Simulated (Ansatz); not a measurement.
CdF2:

```
Cd F
1.0
     0.00000    2.69400    2.69400
     2.69400    0.00000    2.69400
     2.69400    2.69400    0.00000
Cd F
1 2
Direct
  0.00000 0.00000 0.00000
  0.75000 0.75000 0.75000
  0.25000 0.25000 0.25000
```

Program: Ansatz 0.2.0. Alike in all runs: task band structure; potentials or basis Ansatz PAW; no spin polarisation; cell as given; k mesh 5 × 5 × 5; smearing fermi-dirac 0.05 eV.

Question: Order these runs on this cell by their pressure, lowest first.
A. level PBEsol; cutoff (eV) 420; points for each segment of the path 14
B. level PBE; cutoff (eV) 420; points for each segment of the path 14
C. level PBE0; cutoff (eV) 420; points for each segment of the path 4
D. level r2SCAN0; cutoff (eV) 500; points for each segment of the path 4
E. level RPBE; cutoff (eV) 420; points for each segment of the path 14

Answer: D (-1.9 GPa), A (-0.2 GPa), C (1.5 GPa), B (5.5 GPa), E (10.3 GPa).

Caveats: the PAW data sets come from PBE, with cores solved anew for the run's functional, which leaves a small shift of forces and pressure (some runs); the thresholds are loose for stress (some runs).
